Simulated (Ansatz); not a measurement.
# Cr (Pm-3n) in Ansatz: equation of state, part 2 of 2

Ansatz 0.2.0. Earlier steps stand in the parts before.

### 7 Single point, PBE, collinear spin, ferromagnetic start, 11.94 Å³/atom (volume scaled by 1.04)

Input file input.yaml:

```yaml
crystal:
  lattice:
    - [4.5715685712, 0.0, 0.0]
    - [0.0, 4.5715685712, 0.0]
    - [0.0, 0.0, 4.5715685712]
  atoms:
    - { symbol: Cr, position: [0.5, 0.25, 0.0], spin: 3.0 }
    - { symbol: Cr, position: [0.5, 0.75, 0.0], spin: 3.0 }
    - { symbol: Cr, position: [0.0, 0.5, 0.75], spin: 3.0 }
    - { symbol: Cr, position: [0.0, 0.5, 0.25], spin: 3.0 }
    - { symbol: Cr, position: [0.75, 0.0, 0.5], spin: 3.0 }
    - { symbol: Cr, position: [0.25, 0.0, 0.5], spin: 3.0 }
    - { symbol: Cr, position: [0.5, 0.5, 0.5], spin: 3.0 }
    - { symbol: Cr, position: [0.0, 0.0, 0.0], spin: 3.0 }
hamiltonian:
  xc: pbe
  pseudopotentials: { kind: paw }
magnetization:
  spin_polarized: true
kpoints:
  mp_grid: { grid: [6, 6, 6] }
scf:
  occupations: { method: fermi_dirac, width: 0.05 }
output:
  forces: true
  stress: true
  eigenvalues: true
```

Potentials or basis: Ansatz PAW.

Launch:

```bash
ansatz run input.yaml --threads 4 --pin off --max-ram 10240MiB --backend cpu --events-out ev --progress --plain --runs-dir out
```

What it wrote:

```text
Warning: RAYON_NUM_THREADS=4 ignored (pool sized by the plan → 4); use --threads N
Engine: ansatz 0.2.0, x86_64-unknown-linux-gnu
[... 83 lines left out ...]
  k-point 1 ↑: bands = ["-53.2061", "-53.1275", "-53.1154", "-52.9626", "-52.9462", "-52.9462", "-52.8879", "-52.8616", "-25.0525", "-25.0169", "-24.9113", "-24.7398", "-24.7398", "-24.7052", "-24.5381", "-24.5381", "-24.4854", "-24.3494", "-24.3374", "-24.3374", "-24.2977", "-24.2977", "-24.2887", "-24.1304", "-24.1083", "-24.0857", "-24.0857", "-24.0811", "-24.0811", "-23.9043", "-23.8252", "-23.8252", "11.1761", "14.4598", "14.7766", "14.8942", "15.4298", "15.4298", "15.9122", "15.9478", "16.0010", "16.0010", "16.0815", "16.2386", "16.5074", "16.5074", "16.6781", "16.6872", "17.2060", "17.2060", "17.3709", "17.3744", "17.5633", "17.5662", "18.2451", "18.2451", "18.4261", "18.8723", "19.2896", "19.2896", "19.3382", "19.5788", "19.5788", "19.6448", "19.8952", "19.9306", "20.1917", "20.6464", "20.6464", "20.6632", "20.7857", "20.7857", "20.9139", "21.4609", "22.5278", "22.5278", "23.8983", "24.2196", "25.5849", "27.4529", "27.4529", "27.9143"]
  k-point 2 ↑: bands = ["-53.1830", "-53.1380", "-53.0890", "-53.0014", "-52.9462", "-52.9462", "-52.8824", "-52.8682", "-25.0565", "-25.0226", "-24.7288", "-24.7288", "-24.7273", "-24.5962", "-24.5694", "-24.5694", "-24.4280", "-24.3444", "-24.3444", "-24.3366", "-24.3016", "-24.2946", "-24.2946", "-24.2315", "-24.1565", "-24.1120", "-24.0754", "-24.0754", "-24.0637", "-24.0637", "-23.8280", "-23.8280", "11.8434", "13.8898", "14.5340", "14.8922", "15.3736", "15.3736", "15.7708", "15.8237", "15.8237", "16.0590", "16.1685", "16.3584", "16.4871", "16.6807", "16.6807", "16.8600", "17.3841", "17.4674", "17.4674", "17.5704", "17.6390", "17.9343", "18.0753", "18.0753", "18.3758", "18.7940", "19.0588", "19.0588", "19.3031", "19.7158", "19.7511", "19.7582", "19.9138", "19.9138", "20.1697", "20.4692", "20.4692", "20.5972", "20.7834", "20.9066", "21.0543", "21.0543", "22.6173", "22.6173", "23.4293", "23.8668", "26.1265", "26.1265", "26.8369", "27.1916"]
  k-point 19 ↓: bands = ["-53.0459", "-53.0459", "-53.0459", "-53.0459", "-53.0459", "-53.0459", "-52.8916", "-52.8916", "-24.6018", "-24.6018", "-24.6018", "-24.6018", "-24.6018", "-24.6018", "-24.5329", "-24.5329", "-24.3427", "-24.3427", "-24.3427", "-24.3427", "-24.3427", "-24.3427", "-24.3233", "-24.3233", "-24.3233", "-24.3233", "-24.1363", "-24.1363", "-24.1363", "-24.1363", "-24.1363", "-24.1363", "14.7829", "14.7829", "14.7829", "14.7829", "14.7829", "14.7829", "15.2305", "15.2305", "16.2924", "16.2924", "16.2924", "16.2924", "16.9527", "16.9527", "16.9527", "16.9527", "16.9527", "16.9527", "17.5821", "17.5821", "17.5821", "17.5821", "17.5821", "17.5821", "19.2543", "19.2543", "19.2543", "19.2543", "19.2543", "19.2543", "20.2450", "20.2450", "20.2450", "20.2450", "20.2450", "20.2450", "20.5247", "20.5247", "20.5247", "20.5247", "21.3847", "21.3847", "21.3847", "21.3847", "21.3847", "21.3847", "21.4450", "21.4450", "33.8984", "33.8985"]
```

It took 3.4 s on 4 threads of AMD EPYC 9R45 (Zen 5), shared host; peak memory 0.71 GiB.

Results:

| Quantity | Value |
| --- | --- |
| Free energy | -27021.3359 eV |
| Pressure | -4.8 GPa |
| Band gap on the k mesh | none (metal or under the smearing width) |
| Net moment | 0.00 μB per cell |
| Absolute moment | 0.00 μB per cell |

Caveat: the starting moments collapsed, and a magnetic state may lie lower; the starting moments weren't kept.

### 8 Single point, PBE, collinear spin, ferromagnetic start, 12.17 Å³/atom (volume scaled by 1.06)

input.yaml, as its differences from that of step 7:

```diff
@@ -2,5 +2,5 @@
   lattice:
-    - [4.5715685712, 0.0, 0.0]
-    - [0.0, 4.5715685712, 0.0]
-    - [0.0, 0.0, 4.5715685712]
+    - [4.6006876275, 0.0, 0.0]
+    - [0.0, 4.6006876275, 0.0]
+    - [0.0, 0.0, 4.6006876275]
   atoms:
```

Launch:

```bash
ansatz run input.yaml --threads 4 --pin off --max-ram 10240MiB --backend cpu --events-out ev --progress --plain --runs-dir out
```

It took 3.3 s on 4 threads of AMD EPYC 9R45 (Zen 5), shared host; peak memory 0.72 GiB.

The run converged. Its results:

| Property | Result |
| --- | --- |
| Free energy | -27021.2566 eV |
| Pressure | -9.0 GPa |
| Band gap on the k mesh | none (metal or under the smearing width) |
| Net moment | 0.00 μB per cell |
| Absolute moment | 0.00 μB per cell |

Caveat: the starting moments collapsed, and a magnetic state may lie lower; the starting moments weren't kept.

### 9 Equation of state, PBE, collinear spin, ferromagnetic start

Potentials or basis: Ansatz PAW.

This step only gathers the single runs of the series.

Results:

```
Equilibrium volume                      : 11.71 Å³/atom
Bulk modulus                            : 252 GPa
Pressure derivative of the bulk modulus : 4.2
```

Energy against volume, from the lowest point:
```
volume (Å³/atom)  energy (meV/atom)
          10.794              65.01
          11.024              35.19
          11.254              15.04
          11.483               3.58
          11.713               0.00
          11.943               3.50
          12.172              13.42
```
